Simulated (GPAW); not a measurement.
# Quasiparticle gap of CuCl (Nantokite) in GPAW

How does a plane-wave GW calculation on CuCl (Nantokite) run from the first input to the gap?

Method: PBE and many-body steps on it, plane waves, in GPAW 26.7.0.

The database entry behind the starting cell differs from later determinations by our own check (0.1 to 0.3 % short, probably kX units), so it need not match the best structure at ambient conditions.

**1. Starting point**

It takes space group F-43m (No. 216, cubic). Conventional cell: a = 5.406 Å, b = 5.406 Å, c = 5.406 Å, α = 90.00°, β = 90.00°, γ = 90.00°. Nearest to Cu lie 4 Cl at 2.34 Å. Nearest to Cl lie 4 Cu at 2.34 Å. Farther neighbours and most contacts between anions are not listed.

As a file:

```
Cu Cl
1.0
     0.00000    2.70285    2.70285
     2.70285    0.00000    2.70285
     2.70285    2.70285    0.00000
Cu Cl
1 1
Direct
  0.00000 0.00000 0.00000
  0.25000 0.25000 0.25000
```

The cell and positions come from the Crystallography Open Database and are kept as given unless a step says otherwise.

**2. Ground state**

This step: GPAW 26.7.0; DFT, PBE, plane waves, PAW.

The ground-state density comes first.

run.py

```python
import json
import numpy as np
from gpaw.mpi import world
from ase import Atoms
from gpaw import GPAW, PW, FermiDirac

atoms = Atoms(['Cu', 'Cl'],
    cell=[[0.0000000000, 2.7028500000, 2.7028500000],
      [2.7028500000, 0.0000000000, 2.7028500000],
      [2.7028500000, 2.7028500000, 0.0000000000]],
    scaled_positions=[[0.0000000000, 0.0000000000, 0.0000000000],
      [0.2500000000, 0.2500000000, 0.2500000000]],
    pbc=(True, True, True))
calc = GPAW(mode=PW(600),
    xc='PBE',
    kpts={'size': (8, 8, 8), 'gamma': True},
    occupations=FermiDirac(0.001),
    nbands=-7,
    convergence={'density': 1e-6, 'bands': -3},
    maxiter=100,
    txt='gs.txt')
atoms.calc = calc
res = {'energy': atoms.get_potential_energy()}
kpts = calc.get_ibz_k_points()
res['kpts'] = kpts
res['eigenvalues'] = [calc.get_eigenvalues(kpt=k) for k in range(len(kpts))]
res['n_electrons'] = calc.get_number_of_electrons()
calc.write('gs.gpw')

if world.rank == 0:
    with open('result.json', 'w') as f:
        json.dump(res, f, default=lambda x: x.tolist())
```

Started as:

```bash
> mpirun -n 8 gpaw python run.py
```

What it wrote:

```text
__  _  _
 | _ |_)|_||  |
 |__||  | ||/\| - 26.7.0

Input parameters:
  mode=PW(ecut=600.0),
  convergence={'density': 1e-06, 'bands': -3},
  kpts=MonkhorstPack(size=(8, 8, 8), gamma=True),
  maxiter=100,
  nbands=-7,
  occupations=Occupations(name='fermi-dirac', width=0.001, fixmagmom=False),
  xc=XC(name='PBE')
  [... matrices ...]
Diagonalizing LCAO Hamiltonian
Converting LCAO to pw mode

           Cl

       Cu

Atoms  # Å, Bohr magnetons
|   | symbol |        x |        y |        z |    initial magnetic moments |
| 0 |     Cu | 0.000000 | 0.000000 | 0.000000 | ( 0.0000,  0.0000,  0.0000) |
| 1 |     Cl | 1.351425 | 1.351425 | 1.351425 | ( 0.0000,  0.0000,  0.0000) |

Unit cell  # Å
| periodic |        x |        y |        z |  lengths |    angles |
|      yes | 0.000000 | 2.702850 | 2.702850 | 3.822407 | 60.000000 |
|      yes | 2.702850 | 0.000000 | 2.702850 | 3.822407 | 60.000000 |
|      yes | 2.702850 | 2.702850 | 0.000000 | 3.822407 | 60.000000 |

Number of symmetries: 24
Symmetry operations  # r_c * U_cc + t_c -> r_c
|    | kind |            matrix            |
|  0 |  E   |  1, 0, 0,  0, 1, 0,  0, 0, 1 |
|  1 |  σ   |  1, 0, 0,  0, 0, 1,  0, 1, 0 |
|  2 |  σ   |  1, 0,-1,  0, 1,-1,  0, 0,-1 |
|  3 |  C3  |  1, 0,-1,  0, 0,-1,  0, 1,-1 |
|  4 |  C3  |  1,-1, 0,  0,-1, 1,  0,-1, 0 |
|  5 |  σ   |  1,-1, 0,  0,-1, 0,  0,-1, 1 |
|  6 |  σ   |  0, 1, 0,  1, 0, 0,  0, 0, 1 |
|  7 |  C3  |  0, 1, 0,  0, 0, 1,  1, 0, 0 |
|  8 |  C2  |  0, 1,-1,  1, 0,-1,  0, 0,-1 |
|  9 |  S4  |  0, 1,-1,  0, 0,-1,  1, 0,-1 |
| 10 |  C3  |  0, 0, 1,  1, 0, 0,  0, 1, 0 |
| 11 |  σ   |  0, 0, 1,  0, 1, 0,  1, 0, 0 |
| 12 |  S4  |  0, 0,-1,  1, 0,-1,  0, 1,-1 |
| 13 |  C3  |  0, 0,-1,  0, 1,-1,  1, 0,-1 |
| 14 |  S4  |  0,-1, 1,  1,-1, 0,  0,-1, 0 |
| 15 |  C2  |  0,-1, 1,  0,-1, 0,  1,-1, 0 |
| 16 |  C3  |  0,-1, 0,  1,-1, 0,  0,-1, 1 |
| 17 |  S4  |  0,-1, 0,  0,-1, 1,  1,-1, 0 |
| 18 |  S4  | -1, 1, 0, -1, 0, 1, -1, 0, 0 |
| 19 |  C3  | -1, 1, 0, -1, 0, 0, -1, 0, 1 |
| 20 |  C3  | -1, 0, 1, -1, 1, 0, -1, 0, 0 |
| 21 |  S4  | -1, 0, 1, -1, 0, 0, -1, 1, 0 |
| 22 |  σ   | -1, 0, 0, -1, 1, 0, -1, 0, 1 |
| 23 |  C2  | -1, 0, 0, -1, 0, 1, -1, 1, 0 |

BZ-sampling:
  Number of BZ points: 512
  Number of IBZ points: 29

  Monkhorst-Pack size: [8, 8, 8]
  Monkhorst-Pack shift: [0.0625, 0.0625, 0.0625]

K-points  # in reciprocal-cell coordinates
|     |                                coordinates |     weight |
|   0 | (  0.00000000,   0.00000000,   0.00000000) | 0.00195312 |
|   1 | (  0.12500000,   0.12500000,   0.00000000) | 0.01171875 |
|   2 | (  0.12500000,   0.12500000,   0.12500000) | 0.01562500 |
|   3 | (  0.25000000,   0.12500000,   0.12500000) | 0.02343750 |
|   4 | (  0.25000000,   0.25000000,   0.00000000) | 0.01171875 |
|   5 | (  0.25000000,   0.25000000,   0.12500000) | 0.04687500 |
|   6 | (  0.25000000,   0.25000000,   0.25000000) | 0.01562500 |
|   7 | (  0.37500000,   0.25000000,  -0.37500000) | 0.04687500 |
|   8 | (  0.37500000,   0.25000000,   0.12500000) | 0.04687500 |
|   9 | (  0.37500000,   0.25000000,   0.25000000) | 0.04687500 |
| ... |                                            |            |
|  28 | (  0.50000000,   0.50000000,   0.50000000) | 0.00781250 |

Plane wave coefficients: 1363
Cutoff: 600.0 eV

Spin-components: 1 (collinear spins)
Bands:           16
Projectors:      11
Spin-degeneracy: 2
Datatype:        complex128

  Storage: CPU
  Wave functions: 10_118_912 bytes (1_264_864 per core)
  Projectors: 13_913_504 bytes (1_739_188 per core)
  [... matrices ...]
Parallelization:
  kpt:    8
  domain: 1
  band:   1

Density:
  Valence electrons: 18.0
  Components: 1
  Grid points: [24 24 24]
  Charge: 0.0  # |e|

Potential:
  Grid points: [24 24 24]

species:
  Cu:
    name:    Copper
    Z:       29.0
    valence: 11
    core:    18
    charge:  0.0  # [|e|]
    compensation charges:
      type: gauss
      rc: 0.33  # [Å]
      lmax: 2
    cutoffs:
      filter: 2.06  # [Å]
      core: 2.43  # [Å]
    projectors
    | kind |    occ | energy [eV] | rcut [Å] |
    |   4s |  1.000 |      -4.609 |    1.164 |
    |   4p |  0.000 |      -0.698 |    1.164 |
    |   3d | 10.000 |      -5.039 |    1.058 |
    |    s |        |      22.603 |    1.164 |
    |    p |        |      26.513 |    1.164 |
    |    d |        |      22.172 |    1.058 |

    Using partial waves for Cu as LCAO basis

  Cl:
    name:    Chlorine
    Z:       17.0
    valence: 7
    core:    10
    charge:  0.0  # [|e|]
    compensation charges:
      type: gauss
      rc: 0.25  # [Å]
      lmax: 2
    cutoffs:
      filter: 1.40  # [Å]
      core: 1.49  # [Å]
    projectors
    | kind |    occ | energy [eV] | rcut [Å] |
    |   3s |  2.000 |     -20.689 |    0.794 |
    |   3p |  5.000 |      -8.594 |    0.794 |
    |    s |        |       6.523 |    0.794 |
    |    p |        |      18.617 |    0.794 |
    |    d |        |       0.000 |    0.794 |

    Using partial waves for Cl as LCAO basis

Reference energy: -57576.401237  # eV

eigensolver:
  PPCG
  Converge bands: -3
  niter=2

density mixing:
  MSR1-Mixer
  Pratt-step length: 0.05
  Maximum mixing coefficient: 0.75
  Old densities: 10
  SVD Regularization: 0.005
  Good broyden scale: 1.0
  Trust region scale: 1.0
  Backstep threshold: 4.0
  History deletion threshold: 6.0
  Fourier metric: weight=20.0, sigma=0.015

occupation numbers:
  Fermi-Dirac:
    width: 0.0010  # eV

poisson solver:
  ecut: 4800.0  # eV

xc functional:
  name: PBE with 2 nearest neighbor stencil

Initialization done in: 1.463 s

convergence criteria:
- Maximum integral of absolute [dens]ity change: 1e-06 electrons / valence electron
- Maximum [total energy] change in last 3 cyles: 0.0005 eV / valence electron
- Maximum integral of absolute [eigenst]ate change: 4e-08 eV^2 / valence electron
maximum number of iterations: 100

SCF iterations
|iter     |     time |      energy | eigst |  dens |
|iter:   1|  |   -6.410521 | +1.26 |       |
|iter:   2|  |   -6.374178 | -0.33 | -1.41 |
|iter:   3|  |   -6.253348 | -1.55 | -1.47 |
|iter:   4|  |   -6.249299 | -3.05 | -1.78 |
|iter:   5|  |   -6.248193c| -3.07 | -1.99 |
|iter:   6|  |   -6.248259c| -4.05 | -2.51 |
|iter:   7|  |   -6.248270c| -5.44 | -3.38 |
|iter:   8|  |   -6.248274c| -6.04 | -3.72 |
|iter:   9|  |   -6.248274c| -7.20 | -4.95 |
|iter:  10|  |   -6.248274c| -7.59c| -5.30 |
|iter:  11|  |   -6.248274c| -8.52c| -6.27c|

Converged in 11 steps
SCF loop duration: 1.329 s (0.121 s/step)
Energy contributions relative to reference atoms: (reference = -57576.401237)
  [... matrices ...]
Energy contributions:
  Kinetic:           4.912959
  Coulomb:          -5.157686
  Zero:              0.030117
  External:          0.000000
  Xc:               -6.033664
  Entropy:          -0.000000
  Spinorbit:         0.000000
  ----------------------------
  Free energy:      -6.248274
  Extrapolated:     -6.248274

dipole moment: (-14.398238, -14.398238, -14.398238)  # |e|*Ang

Fermi level: 4.782
Eigenvalues  # (at kpt = [0.000, 0.000, 0.000])
| band index |      eig [eV] | occ [0-2] |
|          0 |       -12.704 |     2.000 |
|          1 |        -0.592 |     2.000 |
|          2 |        -0.592 |     2.000 |
|          3 |        -0.592 |     2.000 |
|          4 |         2.856 |     2.000 |
|          5 |         2.856 |     2.000 |
|          6 |         4.357 |     2.000 |
|          7 |         4.357 |     2.000 |
|          8 |         4.357 |     2.000 |
|          9 |         4.899 |     0.000 |
|         10 |        11.005 |     0.000 |
|         11 |        11.005 |     0.000 |
|         12 |        11.005 |     0.000 |
|         13 |        15.799 |     0.000 |
|         14 |        15.799 |     0.000 |
|         15 |        17.110 |     0.000 |

Gap: 0.543 eV
Transition (v -> c):
  (s=0, k=0, n=8, [0.00, 0.00, 0.00]) -> (s=0, k=0, n=9, [0.00, 0.00, 0.00])
No difference between direct/indirect transitions
# Writing to gs.gpw (mode='')
  [... matrices ...]
```

Wall time 4.3 s (8 MPI ranks of Intel Xeon 6975P-C (Granite Rapids), shared host); peak memory 1.3 GiB.

This step gave:

- total energy: -6.248 eV
- gap: 0.5426 eV
- k of the valence top: 0, 0, 0
- k of the conduction bottom: 0, 0, 0
- least direct gap: 0.5426 eV

The gap is direct, at Γ.

**3. Bands along the symmetry lines**

The cheap functional maps the bands first; the places of the edges decide which points the dearer methods must see.

run.py

```python
import json
import numpy as np
from gpaw.mpi import world
from gpaw import GPAW

path = [[0.000000, 0.000000, 0.000000],
    [-0.062500, -0.062500, 0.000000],
    [-0.125000, -0.125000, 0.000000],
    [-0.187500, -0.187500, 0.000000],
    [-0.250000, -0.250000, 0.000000],
    [-0.312500, -0.312500, 0.000000],
    [-0.375000, -0.375000, 0.000000],
    [-0.437500, -0.437500, 0.000000],
    [-0.500000, -0.500000, 0.000000],
    [-0.484375, -0.484375, 0.031250],
    [-0.468750, -0.468750, 0.062500],
    [-0.453125, -0.453125, 0.093750],
    [-0.437500, -0.437500, 0.125000],
    [-0.421875, -0.421875, 0.156250],
    [-0.406250, -0.406250, 0.187500],
    [-0.390625, -0.390625, 0.218750],
    [-0.375000, -0.375000, 0.250000],
    [-0.375000, 0.000000, 0.375000],
    [-0.328125, 0.000000, 0.328125],
    [-0.281250, 0.000000, 0.281250],
    [-0.234375, 0.000000, 0.234375],
    [-0.187500, 0.000000, 0.187500],
    [-0.140625, 0.000000, 0.140625],
    [-0.093750, 0.000000, 0.093750],
    [-0.046875, 0.000000, 0.046875],
    [0.000000, 0.000000, 0.000000],
    [0.000000, 0.000000, 0.062500],
    [0.000000, 0.000000, 0.125000],
    [0.000000, 0.000000, 0.187500],
    [0.000000, 0.000000, 0.250000],
    [0.000000, 0.000000, 0.312500],
    [0.000000, 0.000000, 0.375000],
    [0.000000, 0.000000, 0.437500],
    [-0.000000, -0.000000, 0.500000],
    [-0.062500, -0.031250, 0.468750],
    [-0.125000, -0.062500, 0.437500],
    [-0.187500, -0.093750, 0.406250],
    [-0.250000, -0.125000, 0.375000],
    [-0.312500, -0.156250, 0.343750],
    [-0.375000, -0.187500, 0.312500],
    [-0.437500, -0.218750, 0.281250],
    [-0.500000, -0.250000, 0.250000],
    [-0.500000, -0.281250, 0.218750],
    [-0.500000, -0.312500, 0.187500],
    [-0.500000, -0.343750, 0.156250],
    [-0.500000, -0.375000, 0.125000],
    [-0.500000, -0.406250, 0.093750],
    [-0.500000, -0.437500, 0.062500],
    [-0.500000, -0.468750, 0.031250],
    [-0.500000, -0.500000, 0.000000]]
calc = GPAW('gs.gpw').fixed_density(kpts=path,
    symmetry='off',
    nbands=19,
    convergence={'bands': 15},
    txt='bands.txt')
res = {}
kpts = calc.get_ibz_k_points()
res['kpts'] = kpts
res['eigenvalues'] = [calc.get_eigenvalues(kpt=k) for k in range(len(kpts))]
res['n_electrons'] = calc.get_number_of_electrons()

if world.rank == 0:
    with open('result.json', 'w') as f:
        json.dump(res, f, default=lambda x: x.tolist())
```

Started as:

```bash
> mpirun -n 8 gpaw python run.py
```

What it wrote:

```text
Diagonalizing LCAO Hamiltonian
Converting LCAO to pw mode
convergence criteria:
- Maximum integral of absolute [eigenst]ate change: 4e-08 eV^2 / valence electron
maximum number of iterations: 100

SCF iterations
|iter     |     time |      energy | eigst |  dens |
|iter:   1|  |             | +1.79 |       |
|iter:   2|  |             | +0.03 |       |
|iter:   3|  |             | -0.56 |       |
[...]
|iter:   7|  |             | -5.48 |       |
|iter:   8|  |             | -6.89 |       |
|iter:   9|  |             | -7.73c|       |
SCF steps: 9
  __  _  _
 | _ |_)|_||  |
 |__||  | ||/\| - 26.7.0

Input parameters:
  mode=PW(ecut=600.0),
  convergence={'bands': 15},
  gpts=array([24, 24, 24]),
  kpts=KPoints(kpts=array([[ 0.      ,  0.      ,  0.      ],
         [-0.0625  , -0.0625  ,  0.      ],
         [-0.125   , -0.125   ,  0.      ],
         [-0.1875  , -0.1875  ,  0.      ],
[...]
[-0.484375, -0.484375,  0.03125 ],
[...]
[-0.453125, -0.453125,  0.09375 ],
[...]
[-0.421875, -0.421875,  0.15625 ],
[...]
[-0.390625, -0.390625,  0.21875 ],
[...]
[-0.328125,  0.      ,  0.328125],
[...]
[-0.234375,  0.      ,  0.234375],
[...]
[-0.140625,  0.      ,  0.140625],
[...]
[-0.046875,  0.      ,  0.046875],
         [ 0.      ,  0.      ,  0.      ],
         [ 0.      ,  0.      ,  0.0625  ],
         [ 0.      ,  0.      ,  0.125   ],
[...]
[ 0.      ,  0.      ,  0.375   ],
         [ 0.      ,  0.      ,  0.4375  ],
[...]
[-0.5     , -0.4375  ,  0.0625  ],
         [-0.5     , -0.46875 ,  0.03125 ],
         [-0.5     , -0.5     ,  0.      ]])),
  maxiter=100,
  nbands=19,
  occupations=Occupations(name='fermi-dirac', width=0.001, fixmagmom=False),
  parallel={},
  symmetry=Symmetry(point_group=False, time_reversal=False),
  xc=XC(name='PBE')
  [... matrices ...]
timing:  # [seconds]
  Total: 0.035  # ━━━━━━━━━━━━━━━━━━━━━━━━━━━━━━━━━━━━━━━━━━━━━━━━━━━━━━━━━━━
```

Run time: 4.6 s. Hardware: 8 MPI ranks; peak memory 1.4 GiB; 34 s of CPU time.

This step gave:

- gap: 0.5426 eV
- k of the valence top: 0, 0, 0
- k of the conduction bottom: 0, 0, 0
- least direct gap: 0.5426 eV

The gap is 0.543 eV, as in the run before at this level.

The electronic bands at the labelled points (eV, zero at the top of the highest filled band):

| point | band 6 | band 7 | band 8 | band 9 | band 10 | band 11 | band 12 | band 13 |
| --- | --- | --- | --- | --- | --- | --- | --- | --- |
| Γ | -1.50 | 0.00 | 0.00 | 0.00 | 0.54 | 6.65 | 6.65 | 6.65 |
| halfway | -1.41 | -0.64 | -0.61 | -0.61 | 2.82 | 4.96 | 8.16 | 8.16 |
| X | -1.39 | -1.31 | -1.11 | -1.11 | 3.43 | 4.45 | 8.77 | 10.97 |
| halfway | -1.43 | -1.35 | -1.05 | -1.04 | 3.71 | 4.64 | 8.54 | 10.19 |
| U | -1.43 | -1.35 | -1.03 | -0.88 | 4.20 | 5.11 | 8.05 | 9.15 |
| jump to K | -1.43 | -1.35 | -1.03 | -0.88 | 4.20 | 5.11 | 8.05 | 9.15 |
| halfway | -1.44 | -0.92 | -0.73 | -0.26 | 3.00 | 5.92 | 6.69 | 7.45 |
| Γ | -1.50 | 0.00 | 0.00 | 0.00 | 0.54 | 6.65 | 6.65 | 6.65 |
| halfway | -1.51 | -0.84 | -0.26 | -0.26 | 2.20 | 6.01 | 7.15 | 7.15 |
| L | -1.43 | -1.37 | -0.57 | -0.57 | 2.89 | 6.81 | 7.09 | 7.09 |
| halfway | -1.47 | -1.32 | -0.91 | -0.69 | 4.14 | 5.58 | 6.99 | 8.23 |
| W | -1.59 | -1.33 | -1.12 | -0.79 | 5.05 | 5.21 | 7.40 | 7.78 |
| halfway | -1.52 | -1.33 | -1.12 | -0.91 | 4.05 | 4.79 | 8.31 | 9.08 |
| X | -1.39 | -1.31 | -1.11 | -1.11 | 3.43 | 4.45 | 8.77 | 10.97 |

**4. Empty states on the mesh, 6×6×6 mesh, 597 bands**

The sums over transitions need many empty states on a uniform mesh; this step solves for them.

run.py

```python
import json
import numpy as np
from gpaw.mpi import world
from gpaw import GPAW

calc = GPAW('gs.gpw').fixed_density(kpts={'size': (6, 6, 6), 'gamma': True},
    parallel={'domain': 1, 'band': 1},
    txt='nscf.txt')
calc.diagonalize_full_hamiltonian(nbands=597)
calc.write('full.gpw', mode='all')
res = {}
kpts = calc.get_ibz_k_points()
res['kpts'] = kpts
res['eigenvalues'] = [calc.get_eigenvalues(kpt=k) for k in range(len(kpts))]
res['n_electrons'] = calc.get_number_of_electrons()

if world.rank == 0:
    with open('result.json', 'w') as f:
        json.dump(res, f, default=lambda x: x.tolist())
```

Started as:

```bash
> mpirun -n 8 gpaw python run.py
```

What it wrote:

```text
Diagonalizing LCAO Hamiltonian
Converting LCAO to pw mode
convergence criteria:
- Maximum integral of absolute [eigenst]ate change: 4e-08 eV^2 / valence electron
maximum number of iterations: 100

SCF iterations
|iter     |     time |      energy | eigst |  dens |
|iter:   1|  |             | +1.18 |       |
|iter:   2|  |             | -0.15 |       |
|iter:   3|  |             | -1.24 |       |
[...]
|iter:   8|  |             | -5.87 |       |
|iter:   9|  |             | -6.86 |       |
|iter:  10|  |             | -7.63c|       |
SCF steps: 10
  __  _  _
 | _ |_)|_||  |
 |__||  | ||/\| - 26.7.0

Input parameters:
  mode=PW(ecut=600.0),
  convergence={'density': 1e-06, 'bands': -3},
  gpts=array([24, 24, 24]),
  kpts=MonkhorstPack(size=(6, 6, 6), gamma=True),
  maxiter=100,
  nbands=16,
  occupations=Occupations(name='fermi-dirac', width=0.001, fixmagmom=False),
  parallel={'domain': 1, 'band': 1},
  xc=XC(name='PBE')
Matrix size: 1363x1363
# Writing to full.gpw (mode='all')
  [... matrices ...]

timing:  # [seconds]
  Total: 4.171  # ━━━━━━━━━━━━━━━━━━━━━━━━━━━━━━━━━━━━━━━━━━━━━━━━━━━━━━━━━━━
```

Run time: 8.2 s. Hardware: 8 MPI ranks; peak memory 2.6 GiB; 63 s of CPU time.

This step gave:

```yaml
gap: 0.5426 eV
k_of_the_valence_top: 0, 0, 0
k_of_the_conduction_bottom: 0, 0, 0
least_direct_gap: 0.5426 eV
k_points_computed: 16
lowest_point_of_the_top_converged_band_above_the_valence_top: 338.9758 eV
```

On this mesh the gap is 0.543 eV.

[end of part 1 of 2]

[Paths, hosts, dates, memory and timing lines, banners, echoed tables and standing remarks are left out of the program output.]

[Logs are printed without paths, hosts, clocks, repeated set-up lines and the standing remarks that a program may print on its own settings, such as how far it seeks lower states.]

[Runs of the session that timed out or met a known fault of the program may be left out.]

[Hosts, paths, dates, database ids (printed as entryN), source tags and the programs' standing remarks are cut or masked in the printed files.]
